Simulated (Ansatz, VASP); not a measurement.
**Sc: VASP beside Ansatz**

INCAR

```
ALGO = Normal
EDIFF = 1E-7
ENCUT = 520
GGA = PE
ISIF = 2
ISMEAR = 1
LASPH = True
LCHARG = False
LREAL = False
LWAVE = False
NBANDS = 18
NELM = 60
PREC = Accurate
SIGMA = 0.1
```

KPOINTS

```
k-points
0
Gamma
  10 10 6
```

The input POSCAR:

```
Sc
1.0
    3.3090000000      0.0000000000      0.0000000000
   -1.6545000000      2.8656780000      0.0000000000
    0.0000000000      0.0000000000      5.2733000000
Sc
2
Direct
    0.3333333333      0.6666666667      0.2500000000
    0.6666666667      0.3333333333      0.7500000000
```

Input for Ansatz:

```yaml
crystal:
  lattice:
    - [3.309, 0.0, 0.0]
    - [-1.6545, 2.865678, 0.0]
    - [0.0, 0.0, 5.2733]
  atoms:
    - { symbol: Sc, position: [0.3333333333333333, 0.6666666666666666, 0.25] }
    - { symbol: Sc, position: [0.6666666666666666, 0.3333333333333333, 0.75] }
basis:
  ecutwfc: 420.0
kpoints:
  mp_grid:
    grid: [10, 10, 6]
hamiltonian:
  xc: pbe
  pseudopotentials:
    kind: paw
scf:
  convergence:
    dr2_threshold: 1.0e-10
  occupations:
    method: cold
output:
  stress: true
```

Alike in both runs: task single point; functional PBE; k mesh 10 × 10 × 6; no spin polarisation.

```csv
,VASP,Ansatz
version,VASP 6.6.1,Ansatz 0.2.0
potentials or method,"VASP PAW PBE potentials, release 64 (Sc_sv)","plane waves, PAW"
plane-wave cutoff (eV),520,420
occupations,"methfessel-paxton of order 1, width 0.1 eV",cold
valence electrons in the cell,22,22
```

|  | VASP | Ansatz | Ansatz less VASP |
| --- | --- | --- | --- |
| pressure (GPa) | -0.7 | -0.8 | -0.03 |
| largest component of the traceless stress (GPa) | 1.18 | 1.18 | -0.008 |
